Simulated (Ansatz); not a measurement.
**Trial inputs on Na**

All trials start from this Ansatz input:

```yaml
crystal:
  lattice:
    - [-1.88829108, 1.88829108, 2.63727668]
    - [1.88829108, -1.88829108, 2.63727668]
    - [1.88829108, 1.88829108, -2.63727668]
  atoms:
    - { symbol: Na, position: [0.0, 0.0, 0.0] }
basis:
  ecutwfc: 420
kpoints:
  mp_grid: { grid: [6, 6, 6] }
hamiltonian:
  xc: pbe
scf:
  occupations: { method: gaussian, width: 0.1 }
output:
  forces: true
  stress: true
  eigenvalues: true
```

Command:

```bash
ansatz run input.yaml --threads 1 --pin off --max-ram 1331MiB --backend cpu --events-out ev --progress --plain --runs-dir out
```

The run converges in 6 SCF iterations on 30 irreducible k-points: pressure -0.08 GPa, no gap.

These settings were drawn at random to show what each does; none of the numbers is a converged property of the crystal. Each trial's input is given as a difference from the reference's; energies are extrapolated to zero smearing where there is one, and pressure is positive in compression. Charged cells sit in a uniform background, and their pressures hang on that convention.

**Question.** Trial 1:

```diff
+total_charge: -0.5
 basis:
-  ecutwfc: 420
+  ecutwfc: "15 Ry"
 kpoints:
-  mp_grid: { grid: [6, 6, 6] }
+  mp_grid: { grid: [1, 5, 4], shift: [0.35, 0.8, 0.47] }
 hamiltonian:
-  xc: pbe
+  xc: blyp
+  hubbard:
+    sites: [{ species: Xx, l: d, u_eff: 4.0 }]
+    projectors: ortho-atomic
 scf:
-  occupations: { method: gaussian, width: 0.1 }
+  occupations: { method: cold, width: 0.045 }
+  max_iter: 56
 output:
+  populations: true
+accuracy: high
```

What happens?

**Answer.** The program refuses the input:

```text
Error: YAML parse error: error: line 16 column 5: hamiltonian.hubbard: `Xx` is not an element symbol (H … Og, case-exact)
```

Next try, with these keys changed back:

```diff
 hamiltonian:
-  hubbard:
-    sites: [{ species: Xx, l: d, u_eff: 4.0 }]
-    projectors: ortho-atomic
```

The run converges in 9 SCF iterations on 20 irreducible k-points: pressure -2.27 GPa (with the neutralising background of the charged cell) (unreliable at so low a cutoff), no gap. It warns that the cutoff lies under the recommended one, 420 eV for these potentials; that the mesh lowers the symmetry.

**Question.** Trial 2 (the one atom moved, which only shifts the crystal as a whole):

```diff
 crystal:
   atoms:
-    - { symbol: Na, position: [0.0, 0.0, 0.0] }
+    - { symbol: Na, position: [0.489, 0.585, 0.287] }
 scf:
-  occupations: { method: gaussian, width: 0.1 }
+  occupations: { method: fermi_dirac, width: "3000 K" }
```

What happens?

**Answer.** The run converges in 6 SCF iterations on 30 irreducible k-points: energy 2.19 meV per atom below the reference, pressure 0.04 GPa, no gap.

**Question.** Trial 3:

```diff
 kpoints:
-  mp_grid: { grid: [6, 6, 6] }
+  mp_grid: { grid: [1, 4, 5], shift: [0.5, 0.5, 0] }
 hamiltonian:
-  xc: pbe
+  xc: 3
+  dispersion: d3bj
 scf:
-  occupations: { method: gaussian, width: 0.1 }
+  occupations: { method: fermi_dirac }
+  lower_state_search: "off"
+  conv_thr: 1.0e-08
+  max_iter: 64
+magnetization:
+  spin_polarized: true
+  initial_magnetization: 1.0
```

What happens?

**Answer.** The program refuses the input:

```text
Error: YAML parse error: error: line 13 column 7: hamiltonian.xc: expected a functional name (`lda`, `pbe`, `pbesol`, `rpbe`, `revpbe`, `blyp`, `pbe0`, `revpbe0`, `b3lyp`, `b3lyp5`, `hse06`, `wpbeh`, `hiss`, `lc_wpbe`, `cam_b3lyp`, `hf`, `r2scan` …), a composition map {exchange, correlation, exx} …
```

Next try, with these keys changed back:

```diff
 hamiltonian:
-  xc: 3
+  xc: pbe
```

The program refuses the input:

```text
Error: YAML parse error: error: line 18 column 3: unknown field `conv_thr`, expected one of max_iter, algorithm, n_extra_bands, self_checks, convergence, lower_state_search, omitted_lower_state_checks, lower_solution_reach, mixing, occupations, eigensolver, initial_density, exx
```

Next try, without the unknown key:

```diff
 scf:
-  conv_thr: 1.0e-08
```

The run converges in 20 SCF iterations on 10 irreducible k-points: pressure 2.37 GPa, no gap, cell moment 0.00 μB. It warns that the starting moments were lost; that the mesh lowers the symmetry.

**Question.** Trial 4:

```diff
 scf:
-  occupations: { method: gaussian, width: 0.1 }
+  occupations: { method: explicit }
+  max_iter: 57
 output:
-  eigenvalues: true
+  eigenvalues: false
```

What does the program give?

**Answer.** The program refuses the input:

```text
Error: invalid value for `scf.occupations.values`: required for method: explicit
```

Next try, with these keys changed back:

```diff
 scf:
-  occupations: { method: explicit }
+  occupations: { method: gaussian, width: 0.1 }
```

The run converges in 6 SCF iterations on 30 irreducible k-points: the reference's energy to 0.01 meV per atom, pressure -0.08 GPa.

**Question.** Trial 5:

```diff
 crystal:
   lattice:
-    - [-1.88829108, 1.88829108, 2.63727668]
-    - [1.88829108, -1.88829108, 2.63727668]
-    - [1.88829108, 1.88829108, -2.63727668]
+    - [-1.9069882473, 1.9069882473, 2.6633900286]
+    - [1.9069882473, -1.9069882473, 2.6633900286]
+    - [1.9069882473, 1.9069882473, -2.6633900286]
+total_charge: 1
 kpoints:
-  mp_grid: { grid: [6, 6, 6] }
+  mp_grid: { kspacing: 0.94 }
 scf:
+  lower_state_search: "off"
+  n_extra_bands: 0
+  mixing:
+    algorithm: broyden
+    beta: 0.16
+    ndim: 3
+    preconditioner: kerker_dos
+  max_iter: 30
+  convergence: { dr2_threshold: "1e-9 eV" }
```

What happens?

**Answer.** The program refuses the input:

```text
Error: inconsistent input (scf.n_extra_bands, scf.occupations.method): n_bands = 4 leaves no empty band above the 4 bands per channel that the deck's 8 electrons occupy, and the occupations search for the Fermi level (a smearing at a finite width, or tetrahedra): a level found among occupied bands alone can fill a metal as an insulator …
```

Next try, with these keys changed back:

```diff
 scf:
-  n_extra_bands: 0
```

The run converges in 10 SCF iterations on 6 irreducible k-points: pressure 9.66 GPa (with the neutralising background of the charged cell), gap on the sampled k-points 23.86 eV (the reference is a metal, so it comes from the sampling or the changed settings). It warns that the SCF threshold is loose for the stress.

**Question.** Trial 6:

```diff
 basis:
-  ecutwfc: 420
+  ecutwfc: 380
 kpoints:
-  mp_grid: { grid: [6, 6, 6] }
+  mp_grid: { grid: [4, 4, 4] }
```

What happens?

**Answer.** The run converges in 6 SCF iterations on 13 irreducible k-points: energy 92.5 meV per atom above the reference, pressure 0.16 GPa, no gap. It warns that the cutoff lies under the recommended one, 420 eV for these potentials.

**Question.** Trial 7 (the one atom moved, which only shifts the crystal as a whole):

```diff
 crystal:
   atoms:
-    - { symbol: Na, position: [0.0, 0.0, 0.0] }
+    - { symbol: Na, position: [0.893, 0.019, 0.796] }
 kpoints:
-  mp_grid: { grid: [6, 6, 6] }
+  mp_grid: { grid: [4, 4, 4] }
 scf:
+  mixing: { algorithm: msr1, preconditioner: kerker }
+  initial_density: { chi_scale: 0, normalization: atom }
+  max_iter: 60
```

What does the program give?

**Answer.** The run converges in 6 SCF iterations on 13 irreducible k-points: energy 92.3 meV per atom above the reference, pressure 0.16 GPa, no gap.

**Question.** Trial 8:

```diff
 basis:
-  ecutwfc: 420
+  ecutwfc: 210
 scf:
+  convergence: { dr2_threshold: "1e-9 eV" }
+  self_checks: high
```

What does the program give?

**Answer.** The run converges in 6 SCF iterations on 30 irreducible k-points: energy 2.01 eV per atom above the reference, pressure -0.53 GPa (unreliable at so low a cutoff), no gap. It warns that the cutoff lies under the recommended one, 420 eV for these potentials; that the SCF threshold is loose for the stress.